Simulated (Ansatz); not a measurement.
A calculation with Ansatz 0.2.0 of SnTe (native input, structure typed inline):

The input input.yaml:

```yaml
crystal:
  lattice:
    - [0.0, 3.15085, 3.15085]
    - [3.15085, 0.0, 3.15085]
    - [3.15085, 3.15085, 0.0]
  atoms:
    - { symbol: Te, position: [0.5, 0.5, 0.5] }
    - { symbol: Sn, position: [0.0, 0.0, 0.0] }
hamiltonian:
  xc: blyp
  pseudopotentials: { kind: paw, source: ansatz }
  dispersion: d3bj
kpoints:
  mp_grid: { grid: [7, 7, 7] }
scf:
  occupations: { method: fixed }
output:
  forces: true
  stress: true
  eigenvalues: true
  xc_energy_on_converged_density: [lda, pbe, pbesol, rpbe, revpbe, r2scan]
```

Potentials or basis: Ansatz PAW earlier set.

Command:

```bash
$ ansatz run input.yaml --threads 1 --pin off --max-ram 2560MiB --backend cpu --events-out ev --progress --plain --runs-dir out
```

**Question.** Write the same calculation in another form: native input, Cartesian positions.

**Answer.** As run:

Contents of input.yaml:

```yaml
crystal:
  lattice:
    - [0.0, 3.15085, 3.15085]
    - [3.15085, 0.0, 3.15085]
    - [3.15085, 3.15085, 0.0]
  atoms:
    - { symbol: Te, position_ang: [3.15085, 3.15085, 3.15085] }
    - { symbol: Sn, position_ang: [0.0, 0.0, 0.0] }
hamiltonian:
  xc: blyp
  pseudopotentials: { kind: paw, source: ansatz }
  dispersion: d3bj
kpoints:
  mp_grid: { grid: [7, 7, 7] }
scf:
  occupations: { method: fixed }
output:
  forces: true
  stress: true
  eigenvalues: true
  xc_energy_on_converged_density: [lda, pbe, pbesol, rpbe, revpbe, r2scan]
```

Potentials or basis: Ansatz PAW earlier set.

The run is started by

```console
$ ansatz run input.yaml --threads 1 --pin off --max-ram 2560MiB --backend cpu --events-out ev --progress --plain --runs-dir out
```

Both were run:

|  | native input, structure typed inline | native input, Cartesian positions |
| --- | --- | --- |
| Pressure | 1.0 GPa | 1.0 GPa |

Keys that steer only the numerical path or the files written may differ.

Caveat: this odd mesh misses L, where the gap lies, so gap, dielectric constants and Born charges aren't listed; the PAW data sets come from PBE, with cores solved anew for the run's functional, which leaves a small shift of forces and pressure.
